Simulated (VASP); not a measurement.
# VASP inputs for GaAs (zincblende)

INCAR

```
IBRION = -1
METAGGA = R2SCAN
LASPH = .TRUE.
NBANDS = 16
LWAVE = .FALSE.
ALGO = Normal
EDIFF = 1E-7
ISMEAR = 0
LREAL = .FALSE.
ISIF = 2
NSW = 0
LCHARG = .FALSE.
SIGMA = 0.01
PREC = Accurate
NELM = 120
ENCUT = 520
```

KPOINTS

```
KPOINTS created by Atomic Simulation Environment
0
Gamma
8 8 8
0 0 0
```

KPOINTS_OPT

```
special points
6
Reciprocal
0.0000000000 0.0000000000 0.0000000000 1
0.5000000000 0.0000000000 0.5000000000 1
0.5000000000 0.2500000000 0.7500000000 1
0.3750000000 0.3750000000 0.7500000000 1
0.5000000000 0.5000000000 0.5000000000 1
0.6250000000 0.2500000000 0.6250000000 1
```

POSCAR

```
Ga As
 1.0000000000000000
    -0.0000000000000000    2.8330850953310862    2.8330850953310862
     2.8330850953310862    0.0000000000000000    2.8330850953310862
     2.8330850953310862    2.8330850953310862    0.0000000000000000
 Ga  As
   1   1
Cartesian
  0.0000000000000000  0.0000000000000000 -0.0000000000000000
  1.4165425476655431  1.4165425476655431  1.4165425476655431
```

VASP ran with the recommended PBE PAW datasets (18 valence electrons in the cell).

Predict the results.

gap between bands v and c 0.94 eV; least direct gap 0.94 eV; pressure 0.1 GPa.

Band v is the last that the valence electrons fill when counted band by band, and c is the next. Levels in eV from the top of v:

| point | v−1 | v | c | c+1 |
| --- | --- | --- | --- | --- |
| Γ | 0.00 | 0.00 | 0.94 | 4.04 |
| X | -2.75 | -2.75 | 1.77 | 1.95 |
| W | -3.61 | -3.40 | 4.99 | 5.06 |
| K | -3.93 | -2.32 | 2.27 | 5.01 |
| L | -1.17 | -1.17 | 1.34 | 4.98 |
